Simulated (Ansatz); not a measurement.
La2O3:

```
La O
1.0
     6.26678    0.00000    0.00000
    -3.13339    5.42719    0.00000
     0.00000    0.00000    3.29977
La O
2 3
Direct
  0.66667 0.33333 0.50000
  0.33333 0.66667 0.50000
  0.50801 0.00000 0.00000
  0.00000 0.50801 0.00000
  0.49199 0.49199 0.00000
```

The cell comes from a database or a generator and needn't be the stable form of this composition.

Base run:

| Quantity | Value |
| --- | --- |
| Program | Ansatz 0.2.0 |
| Functional | LDA |
| Potentials or basis | Ansatz PAW |
| Cutoff | 420 eV |
| Density cutoff | 1680 eV |
| k mesh | 6 × 6 × 8 |
| Occupations | fixed |
| Spin | no spin polarisation |

Its results: band gap on the k mesh 1.39 eV, indirect (least direct gap 1.91 eV); pressure -3.3 GPa; largest force 0.073 eV/Å.

Q: The run is repeated on the same cell with these changes: functional from LDA to r2SCAN; cutoff from 420 eV to 500 eV; density cutoff from 1680 eV to 2000 eV; level from lda to r2scan. What comes out?

A: Band gap on the k mesh 1.85 eV, indirect (least direct gap 2.40 eV); pressure 1.4 GPa; largest force 0.050 eV/Å.

Caveats: spin-orbit coupling is left out, which moves the levels of the heavy elements; the PAW data sets come from PBE, with cores solved anew for the run's functional, which leaves a small shift of forces and pressure.

Not every run made on this cell is shown here.
